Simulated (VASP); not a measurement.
Runs of VASP 6.6.1 on SiC (Moissanite 3C). Symmetry: F-43m, No. 216, cubic system. The conventional cell has a = 4.358 Å, b = 4.358 Å, c = 4.358 Å, α = 90.00°, β = 90.00°, γ = 90.00°. Around Si (site symmetry -43m) lie 4 C at 1.89 Å. C (site symmetry -43m) is surrounded by 4 Si at 1.89 Å. 

| task | level | cell | k mesh | cutoff (eV) | grid for exact exchange (PRECFOCK) | screening parameter | gap on the mesh (eV) | pressure (GPa) | relaxed volume (Å³/atom) |
| --- | --- | --- | --- | --- | --- | --- | --- | --- | --- |
| relaxation of cell and atoms | PBEsol | relaxed | 10 × 10 × 10 | 600 | - | - | 1.23 | 0.0 | - |
| relaxation of cell and atoms | r2SCAN | relaxed | 10 × 10 × 10 | 600 | - | - | 1.72 | 0.0 | 10.32 |
| relaxation of the atoms | r2SCAN | atoms relaxed from: a relaxed cell with its volume scaled by 1.06 | 10 × 10 × 10 | 600 | - | - | 1.76 | -11.8 | - |
| relaxation of the atoms | r2SCAN | atoms relaxed from: a relaxed cell with its volume scaled by 0.98 | 10 × 10 × 10 | 600 | - | - | (b) | 4.8 | - |
| relaxation of the atoms | r2SCAN | atoms relaxed | 10 × 10 × 10 | 600 | - | - | 1.72 | 0.0 | - |
| relaxation of the atoms | r2SCAN | atoms relaxed from: a relaxed cell with its volume scaled by 1.04 | 10 × 10 × 10 | 600 | - | - | (a) | -8.3 | - |
| relaxation of the atoms | r2SCAN | atoms relaxed from: a relaxed cell with its volume scaled by 0.94 | 10 × 10 × 10 | 600 | - | - | 1.68 | 15.9 | - |
| relaxation of the atoms | r2SCAN | atoms relaxed from: a relaxed cell with its volume scaled by 0.96 | 10 × 10 × 10 | 600 | - | - | 1.70 | 10.0 | - |
| relaxation of the atoms | r2SCAN | atoms relaxed from: a relaxed cell with its volume scaled by 1.02 | 10 × 10 × 10 | 600 | - | - | (c) | -4.3 | - |
| relaxation of cell and atoms | HSE06 | relaxed | 6 × 6 × 6 | 520 | Fast | 0.2 1/A | 2.25 | 0.0 | 10.27 |

Alike in all rows: potentials or basis VASP PAW PBE potentials, release 64 (Si, C); no spin polarisation; smearing gaussian 0.03 eV.

**Question.** Fill in the values left out.

**Answer.** (a) 1.75; (b) 1.71; (c) 1.74.

Caveats: the PAW data sets were made with another functional, which shifts forces and pressure a little; the relaxation stopped at its first step, so nothing moved (some runs).

A k mesh can miss the band edges.
